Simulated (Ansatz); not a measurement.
# CdTe: the gap against volume

CdTe, F-43m, a = 6.556 Å. Ansatz: r2SCAN, PAW, 500 eV, Γ-centred 8×8×8 mesh on 2 atoms, Gaussian smearing 0.02 eV; no spin polarisation. Symmetry fixes shape and atoms, so the cell is only scaled; x = ln(V/V0) with V0 = 35.220 Å³/atom. The gap is read at the mesh points alone.

| x | gap y (eV) |
| --- | --- |
| -0.1278 | 1.586 |
| -0.0943 | 1.475 |
| -0.0619 | 1.369 |
| -0.0305 | 1.266 |
| 0.0000 | 1.168 |
| 0.0296 | 1.074 |
| 0.0583 | ? |
| 0.0953 | 0.869 |

Fit a straight line to the other rows, give the volume deformation potential of the gap and its pressure coefficient, and predict the missing gap. B0 = 40.3 GPa.

Means x = -0.02709, y = 1.2581; Σ(Δx)² = 0.03481, ΣΔxΔy = -0.1120; the slope is their ratio. y = 1.1710 − 3.2171 x. The slope is the deformation potential a = dE_g/d ln V = -3.22 eV, and dE_g/dP = −a/B0 = 79.8 meV/GPa. At x = 0.0583 the fit asked for gives 0.983 eV. The run gave 0.983 eV, the same to the digits shown.

Spin-orbit coupling is left out, which matters for the bands of heavy elements. Semilocal functionals give gaps under the measured ones; changes of the gap mostly carry over better.